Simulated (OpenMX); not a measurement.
Fe under changes of volume

One of the cells (12.019 Å³/atom); the others are scaled copies at fixed shape and fractional positions:

```
CELL_PARAMETERS angstrom
-1.44300 1.44300 1.44300
1.44300 -1.44300 1.44300
1.44300 1.44300 -1.44300
ATOMIC_POSITIONS crystal
Fe 0.00000 0.00000 0.00000
```

| Item | Value |
| --- | --- |
| Program | OpenMX 3.8.5 |
| Functional | PBE |
| Potentials or basis | OpenMX 2013 PBE set, Fe6.0H-s2p2d1, fixed grid of 27 × 27 × 27 points |
| k mesh | 13 × 13 × 13 |
| Occupations | fermi-dirac, width 0.05 eV |
| Spin | collinear spin, ferromagnetic start |
| Starting moments | [3.0] μB |

```tsv
volume (Å³/atom)	energy over the lowest point (meV/atom)	moment (μB per cell)
11.298	?	?
11.538	0.00	2.16
11.778	0.28	2.21
12.019	5.09	2.27
12.259	14.25	2.34
12.499	27.19	2.42
12.740	41.32	2.54
```

Problem. What does the run at 11.298 Å³/atom give?

Solution. Energy over the lowest point 6.03 meV/atom; moment 2.12 μB per cell.

Worked out: A Birch-Murnaghan fit of order 3 (a polynomial in V^(-2/3)) to the other rows has its minimum at 11.66 Å³/atom with B0 = V·E''(V) = 191 GPa (rough, since the energies scatter). It gives 6.79 meV/atom at 11.298 Å³/atom, against the run's 6.03. A parabola through the other rows of the moment, of slope 0.0857 μB per Å³/atom there, extrapolates to 2.13 μB, against the run's 2.12.

Energies are extrapolated to zero smearing.

Caveats: the transition metal has a single d function, too few for pressures, volumes and moments; the basis of atomic orbitals isn't converged, which shifts pressures, moduli and gaps.
